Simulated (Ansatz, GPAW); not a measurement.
## A script for Ga2O3 (GLLB-SC)

These are simulated results from GPAW 26.7.0, not measurements. The cell was built from a prototype and was relaxed with r2SCAN in plane waves (Ansatz 0.2.0). Not every such cell is a known phase. All runs are without spin polarisation.

It is trigonal, P-3m1 (No. 164); conventional cell a = 2.991 Å, c = 6.846 Å, 10.61 Å³ an atom. Ga has 6 O at 1.87–2.22 Å; O has 6 Ga at 2.22 Å; O has 3 Ga at 1.87 Å.

GLLB-SC is a model potential. Its fundamental gap is the Kohn-Sham gap plus a derivative discontinuity, which the script evaluates at the band edges among the listed k points. Its total energy isn't variational and serves nothing here.

run.py reads:

```python
import json
from ase import Atoms
from gpaw import GPAW, PW, FermiDirac

atoms = Atoms(['Ga', 'Ga', 'O', 'O', 'O'],
              cell=[[2.99094612, 0.0, 0.0], [-1.49547306, 2.59023532, 0.0], [0.0, 0.0, 6.84578618]],
              scaled_positions=[[0.333333333, 0.666666667, 0.203920228], [0.666666667, 0.333333333, 0.796079772], [0.0, 0.0, 0.0], [0.333333333, 0.666666667, 0.691597905], [0.666666667, 0.333333333, 0.308402095]],
              pbc=True)
calc = GPAW(mode=PW(400), xc='GLLBSC', kpts={'size': (6, 6, 4), 'gamma': True},
            occupations=FermiDirac(0.02), maxiter=100, legacy_gpaw=True, txt='gpaw.txt')
atoms.calc = calc
res = {'energy': atoms.get_potential_energy(force_consistent=True)}
res['electrons'] = calc.get_number_of_electrons()
res['k'] = calc.get_ibz_k_points().tolist()
res['levels'] = [calc.get_eigenvalues(kpt=i).tolist() for i in range(len(res['k']))]
points = [[0.0, 0.0, 0.0], [0.5, 0.0, 0.0], [0.333333, 0.333333, 0.0], [0.0, 0.0, 0.5], [0.5, 0.0, 0.5], [0.333333, 0.333333, 0.5]]
bands = calc.fixed_density(kpts=points, symmetry='off', nbands=round(res['electrons']) // 2 + 6, convergence={'bands': -2}, txt='bands.txt')
res['points'] = [bands.get_eigenvalues(kpt=i).tolist() for i in range(len(points))]
homo, lumo = bands.get_homo_lumo()
potential = calc.hamiltonian.xc.response.calculate_discontinuity_potential(homo, lumo)
res['discontinuity'] = bands.hamiltonian.xc.response.calculate_discontinuity(potential)
json.dump(res, open('results.json', 'w'))
print('free energy (eV):', round(res['energy'], 5))
```

Command: `python run.py`. It took 14 s on 1 thread of Arm Neoverse V2, with other jobs on the host, peak memory 0.15 GiB.

The log gpaw.txt, trimmed of paths, versions and times, then the last line on the terminal. An iter line gives the energy in eV and the logarithms of the changes of orbitals (plane waves alone) and density (c: converged):

```
___ ___ ___ _ _ _
 |   |   |_  | | | |

 | | | | | . | | | |

 |__ |  _|___|_____|  26.7.0
 |___|_|

Input parameters:
  kpts: {gamma: True,
         size: (6, 6, 4)}
  maxiter: 100
  mode: {ecut: 400.0,
         name: pw}
  occupations: {fixmagmom: False,
                name: fermi-dirac,
                width: 0.02}
  xc: GLLBSC

System changes: positions, numbers, cell, pbc, initial_charges, initial_magmoms

Initialize ...

species:
  Ga:
    name:    Gallium
    Z:       31.0
    valence: 3
    core:    28
    charge:  0.0  # [|e|]
    compensation charges:
      type: gauss
      rc: 0.37  # [Å]
      lmax: 2
    cutoffs:
      filter: 2.06  # [Å]
      core: 4.02  # [Å]
    projectors
    | kind |    occ | energy [eV] | rcut [Å] |

    |------|--------|-------------|----------|

    |   4s |  2.000 |      -9.380 |    1.164 |

    |   4p |  1.000 |      -3.146 |    1.164 |

    |    s |        |      17.831 |    1.164 |

    |    p |        |      24.065 |    1.164 |

    |    d |        |       0.000 |    1.164 |

    Using partial waves for Ga as LCAO basis

  O:
    name:    Oxygen
    Z:       8.0
    valence: 6
    core:    2
    charge:  0.0  # [|e|]
    compensation charges:
      type: gauss
      rc: 0.21  # [Å]
      lmax: 2
    cutoffs:
      filter: 1.17  # [Å]
      core: 0.83  # [Å]
    projectors
    | kind |    occ | energy [eV] | rcut [Å] |

    |------|--------|-------------|----------|

    |   2s |  2.000 |     -28.986 |    0.688 |

    |   2p |  4.000 |     -13.358 |    0.598 |

    |    s |        |      -1.774 |    0.688 |

    |    p |        |      13.853 |    0.598 |

    |    d |        |       0.000 |    0.619 |

    Using partial waves for O as LCAO basis

Reference energy: -111788.449459  # eV

Spin-paired calculation

Convergence criteria:
 Maximum [total energy] change in last 3 cyles: 0.0005 eV / valence electron
 Maximum integral of absolute [dens]ity change: 0.0001 electrons / valence electron
 Maximum integral of absolute [eigenst]ate change: 4e-08 eV^2 / valence electron
 Maximum number of scf [iter]ations: 100
 (Square brackets indicate name in SCF output, whereas a 'c' in
 the SCF output indicates the quantity has converged.)

Symmetries present (total): 12

  ( 1  1  0)  ( 1  1  0)  ( 1  0  0)  ( 1  0  0)  ( 0  1  0)  ( 0  1  0)
  ( 0 -1  0)  (-1  0  0)  ( 0  1  0)  (-1 -1  0)  ( 1  0  0)  (-1 -1  0)
  ( 0  0  1)  ( 0  0 -1)  ( 0  0  1)  ( 0  0 -1)  ( 0  0 -1)  ( 0  0  1)

  ( 0 -1  0)  ( 0 -1  0)  (-1  0  0)  (-1  0  0)  (-1 -1  0)  (-1 -1  0)
  ( 1  1  0)  (-1  0  0)  ( 1  1  0)  ( 0 -1  0)  ( 1  0  0)  ( 0  1  0)
  ( 0  0 -1)  ( 0  0  1)  ( 0  0  1)  ( 0  0 -1)  ( 0  0  1)  ( 0  0 -1)

144 k-points: 6 x 6 x 4 Monkhorst-Pack grid + [1/12,1/12,1/8]
24 k-points in the irreducible part of the Brillouin zone
       k-points in crystal coordinates                weights
   0:     0.00000000    0.00000000    0.00000000          1/144
   1:     0.00000000    0.00000000    0.25000000          2/144
   2:     0.00000000    0.00000000    0.50000000          1/144
   3:     0.16666667    0.00000000   -0.25000000          6/144
   4:     0.16666667    0.00000000    0.00000000          6/144
   5:     0.16666667    0.00000000    0.25000000          6/144
   6:     0.16666667    0.00000000    0.50000000          6/144
   7:     0.33333333   -0.16666667    0.00000000          6/144
   8:     0.33333333   -0.16666667    0.25000000         12/144
   9:     0.33333333   -0.16666667    0.50000000          6/144
          ...
  23:     0.50000000    0.50000000    0.50000000          3/144

Wave functions: Plane wave expansion
  Cutoff energy: 400.000 eV
  Number of coefficients (min, max): 935, 975
  Pulay-stress correction: 0.000000 eV/Ang^3 (de/decut=0.000000)
  Using FFTW library
  ScaLapack parameters: grid=1x1, blocksize=None
  Wavefunction extrapolation:
    Improved wavefunction reuse through dual PAW basis

Occupation numbers: Fermi-Dirac:
  width: 0.0200  # eV

Eigensolver
   Davidson(niter=2)

Densities:
  Coarse grid: 14*14*32 grid
  Fine grid: 28*28*64 grid
  Total Charge: 0.000000

Density mixing:
  Method: separate
  Backend: msr1
  Linear mixing parameter: 0.05
  old densities: 10
  Width of damping distribution: 1.1
  Damping of long wavelength oscillations: 20

Hamiltonian:
  XC and Coulomb potentials evaluated on a 28*28*64 grid
  Using the GLLBSC Exchange-Correlation functional
  External potential:
    NoExternalPotential

XC parameters: GLLBSC functional being used consists of
  -----------------------------------------------------------------------
  | Weight | Module     | Description                                   |

  -----------------------------------------------------------------------
  |  1.000 | SCREENING  | GGA_X_PBE_SOL with 2 nearest neighbor stencil |

  |  1.000 | RESPONSE   | eps=0.0500 eV                                 |

  |  1.000 | XC         | GGA_C_PBE_SOL with 2 nearest neighbor stencil |

  -----------------------------------------------------------------------

Memory estimate:
  Process memory now: 110.16 MiB
  Calculator: 15.92 MiB
    Density: 3.48 MiB
      Arrays: 1.24 MiB
      Localized functions: 1.28 MiB
      Mixer: 0.96 MiB
    Hamiltonian: 0.84 MiB
      Arrays: 0.81 MiB
      XC: 0.00 MiB
      Poisson: 0.00 MiB
      vbar: 0.03 MiB
    Wavefunctions: 11.60 MiB
      Arrays psit_nG: 6.78 MiB
      Eigensolver: 0.41 MiB
      Projections: 0.45 MiB
      Projectors: 3.35 MiB
      PW-descriptor: 0.60 MiB

Total number of cores used: 1

Number of atoms: 5
Number of atomic orbitals: 20
Number of bands in calculation: 19
Number of valence electrons: 24
Bands to converge: occupied

... initialized

Initializing position-dependent things.

Density initialized from atomic densities
Creating initial wave functions:
  19 bands from LCAO basis set
Positions:
   0 Ga    -0.000000    1.726824    1.395994    ( 0.0000,  0.0000,  0.0000)
   1 Ga     1.495473    0.863412    5.449792    ( 0.0000,  0.0000,  0.0000)
   2 O      0.000000    0.000000    0.000000    ( 0.0000,  0.0000,  0.0000)
   3 O     -0.000000    1.726824    4.734531    ( 0.0000,  0.0000,  0.0000)
   4 O      1.495473    0.863412    2.111255    ( 0.0000,  0.0000,  0.0000)

Unit cell:
           periodic     x           y           z      points  spacing
  1. axis:    yes    2.990946    0.000000    0.000000    14     0.1850
  2. axis:    yes   -1.495473    2.590235    0.000000    14     0.1850
  3. axis:    yes    0.000000    0.000000    6.845786    32     0.2139

  Lengths:   2.990946   2.990946   6.845786
  Angles:   90.000000  90.000000 120.000000

Effective grid spacing dv^(1/3) = 0.2037

iter:   1   -34.746956
iter:   2   -33.339705   -1.49  -0.63
iter:   3   -24.976847   -0.47  -0.68
iter:   4   -25.187962   -1.58  -1.25
iter:   5   -25.369763   -1.95  -1.45
iter:   6   -24.983177   -2.43  -1.65
iter:   7   -24.843382   -2.81  -2.13
iter:   8   -24.849826   -3.34  -2.60
iter:   9   -24.883283   -3.88  -2.58
iter:  10   -24.884488   -4.45  -3.20
iter:  11   -24.886204c  -5.08  -3.34
iter:  12   -24.886813c  -5.73  -4.07c
iter:  13   -24.887179c  -6.12  -3.99
iter:  14   -24.887140c  -6.77  -4.72c
iter:  15   -24.887045c  -7.36  -4.64c
iter:  16   -24.886895c  -8.12c -4.61c

Converged after 16 iterations.

Energy contributions relative to reference atoms: (reference = -111788.449459)

Kinetic:        +25.728851
Potential:      -11.901535
External:        +0.000000
XC:             -38.703713
Entropy (-ST):   -0.000000
Local:           -0.010497
SIC:             +0.000000
--------------------------
Free energy:    -24.886895
Extrapolated:   -24.886895

GLLBSC response reference energy: 1.92189 eV (from HOMO)

Showing only first 2 kpts
 Kpt  Band  Eigenvalues  Occupancy
  0    10      1.11967    2.00000
  0    11      1.92197    2.00000
  0    12      5.18273    0.00000
  0    13      8.48442    0.00000

  1    10      1.06154    2.00000
  1    11      1.47646    2.00000
  1    12      5.59808    0.00000
  1    13      8.11633    0.00000

Fermi level: 2.55112

Gap: 3.261 eV
Transition (v -> c):
  (s=0, k=0, n=11, [0.00, 0.00, 0.00]) -> (s=0, k=0, n=12, [0.00, 0.00, 0.00])
No difference between direct/indirect transitions

free energy (eV): -24.88689
```

The gap in the log is over the mesh alone; results.json adds the listed points. GLLB-SC gives a gap of 4.42 eV (3.261 eV Kohn-Sham over the listed points plus 1.160 eV discontinuity). On the same cell, plane-wave PBE (Ansatz, 12×12×4 k points and the special points) gives a gap of 2.51 eV and r2SCAN a gap of 3.12 eV; on shared hosts these took about 6.2 and 13 core-seconds on the 5-atom cell, against 14 for the script. Semilocal gaps usually lie below measured ones.
